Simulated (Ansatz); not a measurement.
The structure comes from a relaxation in the same program, started in the bcc type. Whether it is a known phase or the ground state wasn't checked. The listed cell was then made from it by scaling, straining or moving an atom.

An input for Lu: DFT, PBE, PAW with Ansatz's default frozen-core files, scalar-relativistic (Ansatz 0.2.0).

Command: `ansatz run input.yaml --threads 1 --pin off --max-ram 2048MiB --backend cpu --events-out ev --progress --plain --runs-dir out` The run took 2.8 s on 1 thread of AMD EPYC 9R45 96-Core Processor (Zen 5), on a shared host, peak memory 0.46 GiB.

```yaml
crystal:
  lattice:
    - [-1.962879746, 1.962879746, 1.962879746]
    - [1.962879746, -1.962879746, 1.962879746]
    - [1.962879746, 1.962879746, -1.962879746]
  atoms:
    - { symbol: Lu, position: [0.0, 0.0, 0.0] }
kpoints:
  mp_grid: { grid: [15, 15, 15] }
scf:
  occupations: { method: fermi_dirac, width: 0.08 }
hamiltonian:
  xc: pbe
  pseudopotentials: { kind: paw }
output:
  forces: true
  stress: true
  eigenvalues: true
  efg: { contact_densities: true }
```

Set-up and iterations as logged by Ansatz (the results part is left out, to be predicted):

```
Engine: ansatz 0.2.0
Pseudopotentials: kind: paw
Pseudopotential: Lu, paw, valence charge 25, recommended cutoff 420 eV (normal)
Functional definition: PBE
  parameter kappa = 0.804
  parameter beta = 0.06672455060314922
  exchange = pbe_x(kappa = kappa, mu = beta*pi^2/3)
  correlation = pbe_c(beta = beta)
Crystal: 1 atoms, lattice volume = 30.251 Å³
Basis set: ecut = 420 eV, 603 PW (Γ), exchange–correlation on 48×48×48 points (8 copies of the dense FFT grid, shifted against one another)
Bands: 17, of which v1, the nominal top of the filled ones, is band 13 counted from 1 (12 counted from 0)
Symmetry: 48 space group operations
Space group: Im-3m (ITA 229), of the structure as read, at distance tolerance 3.1e-5 Å
k-points: 120 of 3375
Non-local potential: Lu, projectors of the file, l = 0: 3, l = 1: 2, l = 2: 2, l = 3: 3
PAW form: soft (Blöchl's): semilocal exchange-correlation on the pseudo side does not see the compensation charge
PAW one-centre angular grid: Lu, 590 points (default); XC on 64 Gauss nodes
Initial density: superposition of atomic densities (neutral atoms: chi_scale 0, normalization atom), corrected by the library's trained network
Initial wavefunctions: pseudopotential atomic-orbital guess
Functional: x = pbe(κ = 0.804, μ = 0.2195149727645171), c = pbe(β = 0.06672455060314922)
SCF iter   1: F=—  HF=-14732.309452 eV  |F-HF|=—  |Δ(HF+E_count)|=         —  Δρ=1.39e-3  dr2=3.55e-4  ethr=1.77e-3  ⟨swp⟩=5.3  Hψ=11175  notcnv=0
SCF iter   2: F=—  HF=-14732.307174 eV  |F-HF|=—  |Δ(HF+E_count)|=   2.28e-3  Δρ=1.53e-3  dr2=6.06e-4  ethr=1.42e-6  ⟨swp⟩=4.3  Hψ=7138  notcnv=0
SCF iter   3: F=—  HF=-14732.306210 eV  |F-HF|=—  |Δ(HF+E_count)|=   9.63e-4  Δρ=7.19e-4  dr2=1.59e-4  ethr=1.42e-6  ⟨swp⟩=3.1  Hψ=4219  notcnv=0
SCF iter   4: F=—  HF=-14732.306124 eV  |F-HF|=—  |Δ(HF+E_count)|=   8.63e-5  Δρ=3.37e-4  dr2=2.84e-5  ethr=6.35e-7  ⟨swp⟩=2.5  Hψ=4151  notcnv=0
SCF iter   5: F=—  HF=-14732.306123 eV  |F-HF|=—  |Δ(HF+E_count)|=   5.86e-7  Δρ=4.82e-5  dr2=4.77e-7  ethr=1.14e-7  ⟨swp⟩=2.2  Hψ=3147  notcnv=0
SCF iter   6: F=—  HF=-14732.306123 eV  |F-HF|=—  |Δ(HF+E_count)|=   7.66e-7  Δρ=3.02e-5  dr2=7.66e-8  ethr=4.00e-10  ⟨swp⟩=9.4  Hψ=13177  notcnv=0
SCF iter   7: F=—  HF=-14732.306121 eV  |F-HF|=—  |Δ(HF+E_count)|=   1.70e-6  Δρ=1.22e-5  dr2=7.80e-9  ethr=3.07e-10  ⟨swp⟩=8.6  Hψ=12609  notcnv=0
SCF iter   8: F=-14732.306121 eV  HF=-14732.306121 eV  |F-HF|=9.36e-9  |Δ(HF+E_count)|=   2.01e-7  Δρ=1.59e-6  dr2=2.16e-10  ethr=3.12e-11  ⟨swp⟩=6.0  Hψ=9450  notcnv=0
```

Problem. What pressure will this run report?

Solution. -0.83 GPa (positive in compression).
